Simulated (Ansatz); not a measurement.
# Pt (Im-3m) in Ansatz: further runs, part 2 of 2

Ansatz 0.2.0.

**4. Relaxation of cell and atoms, PBEsol, target pressure 5 GPa, at which the enthalpy is minimised**

input.yaml

```yaml
crystal:
  lattice:
    - [-1.58422, 1.58422, 1.58422]
    - [1.58422, -1.58422, 1.58422]
    - [1.58422, 1.58422, -1.58422]
  atoms:
    - { symbol: Pt, position: [0.0, 0.0, 0.0] }
hamiltonian:
  xc: pbesol
  pseudopotentials: { kind: paw }
kpoints:
  mp_grid: { grid: [12, 12, 12] }
scf:
  occupations: { method: fermi_dirac, width: 0.05 }
output:
  forces: true
  stress: true
  eigenvalues: true
relax:
  f_tol: 0.01
  max_steps: 40
  cell: { stress_tol: 0.05, p_target: 5.0 }
```

Launch:

```console
$ ansatz run input.yaml --threads 2 --pin off --max-ram 5632MiB --backend cpu --events-out ev --progress --plain --runs-dir out
```

It took 3.5 s on 2 threads of Arm Neoverse V2, shared host; peak memory 0.27 GiB.

Results (log left out):

- Free energy: -12383.7219 eV
- Relaxed volume: 14.94 Å³/atom
- Relaxed cell: a = 2.687 Å, b = 2.687 Å, c = 2.687 Å, α = 109.47°, β = 109.47°, γ = 109.47°
- Space group after relaxing (to 0.05 Å): Im-3m (No. 229)
- Energy change on relaxing (the enthalpy is what falls): -22.0 meV/atom
- Ionic steps: 6
- Pressure after relaxing: 5.0 GPa
- Band gap on the k mesh: none (metal or under the smearing width)

Step by step:
| step | energy change (eV) | largest force (eV/Å) | volume (Å³) |
| --- | --- | --- | --- |
| 1 | 0.0000 | 0.0000 | 15.90 |
| 2 | -0.0258 | 0.0000 | 15.10 |
| 3 | -0.0224 | 0.0000 | 14.93 |
| 4 | -0.0220 | 0.0000 | 14.93 |
| 5 | -0.0220 | 0.0000 | 14.94 |
| 6 | -0.0220 | 0.0000 | 14.94 |

Final structure:
```
Pt
1.0
    -1.55138    1.55138    1.55138
     1.55138   -1.55138    1.55138
     1.55138    1.55138   -1.55138
Pt
1
Direct
  0.00000 0.00000 0.00000
```

Levels at points of the mesh, in eV from the Fermi level:
| k point | band 6 | band 7 | band 8 | band 9 | band 10 | band 11 | band 12 | band 13 |
| --- | --- | --- | --- | --- | --- | --- | --- | --- |
| (0.00, 0.00, 0.00) | -3.73 | -3.73 | -3.73 | -1.00 | -1.00 | 17.07 | 17.07 | 17.07 |
| (0.00, 0.00, -0.50) | -5.30 | -1.19 | -0.63 | 0.10 | 1.27 | 6.86 | 13.28 | 16.36 |
| (-0.50, -0.50, -0.50) | -6.59 | 0.68 | 0.68 | 0.68 | 7.83 | 7.83 | 7.83 | 13.66 |

Caveat: the plane-wave basis is chosen anew once the cell has moved, so the energies of steps on either side of that aren't comparable; the PAW data sets come from PBE, with cores solved anew for the run's functional, which leaves a small shift of forces and pressure.

**5. Relaxation of cell and atoms, PBEsol, target pressure 10 GPa, at which the enthalpy is minimised**

Edit input.yaml of step 4 so:

```diff
@@ -18,2 +18,6 @@
   eigenvalues: true
+  write_density: true
+  write_potential: true
+  elf: true
+  volumetric_format: npy
 relax:
@@ -21,2 +25,2 @@
   max_steps: 40
-  cell: { stress_tol: 0.05, p_target: 5.0 }
+  cell: { stress_tol: 0.05, p_target: 10.0 }
```

Launch:

```console
$ ansatz run input.yaml --threads 2 --pin off --max-ram 5632MiB --backend cpu --events-out ev --progress --plain --runs-dir out
```

Run time: 3.2 s. Hardware: 2 threads of Arm Neoverse V2, shared host; peak memory 0.27 GiB.

The run converged. Its results:

```
Free energy                                            : -12383.7109 eV
Relaxed volume                                         : 14.70 Å³/atom
Relaxed cell                                           : a = 2.673 Å, b = 2.673 Å, c = 2.673 Å, α = 109.47°, β = 109.47°, γ = 109.47°
Space group after relaxing (to 0.05 Å)                 : Im-3m (No. 229)
Energy change on relaxing (the enthalpy is what falls) : -11.0 meV/atom
Ionic steps                                            : 6
Pressure after relaxing                                : 10.0 GPa
Band gap on the k mesh                                 : none (metal or under the smearing width)
```

The path:
| step | energy change (eV) | largest force (eV/Å) | volume (Å³) |
| --- | --- | --- | --- |
| 1 | 0.0000 | 0.0000 | 15.90 |
| 2 | 0.1328 | 0.0000 | 13.69 |
| 3 | -0.0200 | 0.0000 | 14.87 |
| 4 | -0.0129 | 0.0000 | 14.72 |
| 5 | -0.0116 | 0.0000 | 14.70 |
| 6 | -0.0110 | 0.0000 | 14.70 |

Final structure:
```
CELL_PARAMETERS angstrom
-1.54315 1.54315 1.54315
1.54315 -1.54315 1.54315
1.54315 1.54315 -1.54315
ATOMIC_POSITIONS crystal
Pt 0.00000 0.00000 0.00000
```

Levels at points of the mesh, in eV from the Fermi level:
```tsv
k point	band 5	band 6	band 7	band 8	band 9	band 10	band 11	band 12	band 13
(0.00, 0.00, 0.00)	-10.25	-3.82	-3.82	-3.82	-1.02	-1.02	17.06	17.06	17.06
(0.00, 0.00, -0.50)	-7.24	-5.43	-1.22	-0.64	0.05	1.31	7.01	13.28	16.51
(-0.50, -0.50, -0.50)	-6.76	-6.76	0.71	0.71	0.71	7.87	7.87	7.87	13.91
```

Caveat: the plane-wave basis is chosen anew once the cell has moved, so the energies of steps on either side of that aren't comparable; the PAW data sets come from PBE, with cores solved anew for the run's functional, which leaves a small shift of forces and pressure.

**6. Relaxation of cell and atoms, PBEsol, target pressure 20 GPa, at which the enthalpy is minimised**

Edit input.yaml of step 5 so:

```diff
@@ -25,2 +25,2 @@
   max_steps: 40
-  cell: { stress_tol: 0.05, p_target: 10.0 }
+  cell: { stress_tol: 0.05, p_target: 20.0 }
```

Potentials or basis: Ansatz PAW.

Launch:

```console
$ ansatz run input.yaml --threads 2 --pin off --max-ram 5632MiB --backend cpu --events-out ev --progress --plain --runs-dir out
```

It took 2.9 s on 2 threads of Arm Neoverse V2, shared host; peak memory 0.28 GiB.

The run converged. Its results:

```
Free energy                                            : -12383.6725 eV
Relaxed volume                                         : 14.29 Å³/atom
Relaxed cell                                           : a = 2.648 Å, b = 2.648 Å, c = 2.648 Å, α = 109.47°, β = 109.47°, γ = 109.47°
Space group after relaxing (to 0.05 Å)                 : Im-3m (No. 229)
Energy change on relaxing (the enthalpy is what falls) : +27.3 meV/atom
Ionic steps                                            : 5
Pressure after relaxing                                : 20.0 GPa
Band gap on the k mesh                                 : none (metal or under the smearing width)
```

The path:
| step | energy change (eV) | largest force (eV/Å) | volume (Å³) |
| --- | --- | --- | --- |
| 1 | 0.0000 | 0.0000 | 15.90 |
| 2 | 0.1328 | 0.0000 | 13.69 |
| 3 | 0.0111 | 0.0000 | 14.42 |
| 4 | 0.0265 | 0.0000 | 14.29 |
| 5 | 0.0273 | 0.0000 | 14.29 |

Final structure:
```
Pt
1.0
    -1.52858    1.52858    1.52858
     1.52858   -1.52858    1.52858
     1.52858    1.52858   -1.52858
Pt
1
Direct
  0.00000 0.00000 0.00000
```

Levels at points of the mesh, in eV from the Fermi level:
| k point | band 6 | band 7 | band 8 | band 9 | band 10 | band 11 | band 12 | band 13 |
| --- | --- | --- | --- | --- | --- | --- | --- | --- |
| (0.00, 0.00, 0.00) | -3.98 | -3.98 | -3.98 | -1.07 | -1.07 | 17.05 | 17.05 | 17.05 |
| (0.00, 0.00, -0.50) | -5.66 | -1.26 | -0.65 | -0.02 | 1.40 | 7.30 | 13.28 | 16.77 |
| (-0.50, -0.50, -0.50) | -7.07 | 0.76 | 0.76 | 0.76 | 7.96 | 7.96 | 7.96 | 14.37 |

Caveat: the plane-wave basis is chosen anew once the cell has moved, so the energies of steps on either side of that aren't comparable; the PAW data sets come from PBE, with cores solved anew for the run's functional, which leaves a small shift of forces and pressure. The run has no spin-orbit coupling, so splittings on Pt are missing.

**7. Overview**

```tsv
cell	target pressure (GPa)	gap on the mesh (eV)	pressure (GPa)
relaxed	0	none	0.0
relaxed to 2 GPa	2	none	2.0
relaxed to 5 GPa	5	none	5.0
relaxed to 10 GPa	10	none	10.0
relaxed to 20 GPa	20	none	20.0
```

Alike in all rows: task relaxation of cell and atoms; level PBEsol; potentials or basis Ansatz PAW; no spin polarisation; k mesh 12 × 12 × 12; cutoff (eV) 420; smearing fermi-dirac 0.05 eV.

Caveats: the plane-wave basis is chosen anew once the cell has moved, so the energies of steps on either side of that aren't comparable; the PAW data sets come from PBE, with cores solved anew for the run's functional, which leaves a small shift of forces and pressure.

Absolute energies hang on the potentials; compare differences alone.
